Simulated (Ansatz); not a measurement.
The system is ZnSe (Stilleite).

```
Se Zn
1.0
     0.00000    2.83380    2.83380
     2.83380    0.00000    2.83380
     2.83380    2.83380    0.00000
Se Zn
1 1
Direct
  0.75000 0.75000 0.75000
  0.00000 0.00000 0.00000
```

Base run:

| Quantity | Value |
| --- | --- |
| Program | Ansatz 0.2.0 |
| Functional | LDA |
| Potentials or basis | Ansatz PAW |
| Cutoff | 420 eV (not typed: the program's choice for these potentials) |
| k mesh | 8 × 8 × 8 |
| Occupations | fermi-dirac, width 0.05 eV |
| Spin | no spin polarisation |

Its results: band gap on the k mesh 1.03 eV, direct; pressure -3.4 GPa.

Question: After a change of settings the same cell gave: band gap on the k mesh 1.23 eV, direct; pressure 5.5 GPa. Which change was it?
A. functional from LDA to HF; k mesh from 8 × 8 × 8 to 4 × 4 × 4
B. functional from LDA to r2SCAN50; cutoff from 420 eV (not typed: the program's choice for these potentials) to 500 eV (not typed: the program's choice for these potentials); k mesh from 8 × 8 × 8 to 4 × 4 × 4
C. functional from LDA to PBEsol0; k mesh from 8 × 8 × 8 to 4 × 4 × 4
D. functional from LDA to BLYP

Answer: D.

BLYP binds less tightly than LDA, so the same cell stands under more pressure.

Caveats: the PAW data sets come from PBE, with cores solved anew for the run's functional, which leaves a small shift of forces and pressure.

Runs at the PBE level aren't shown here.
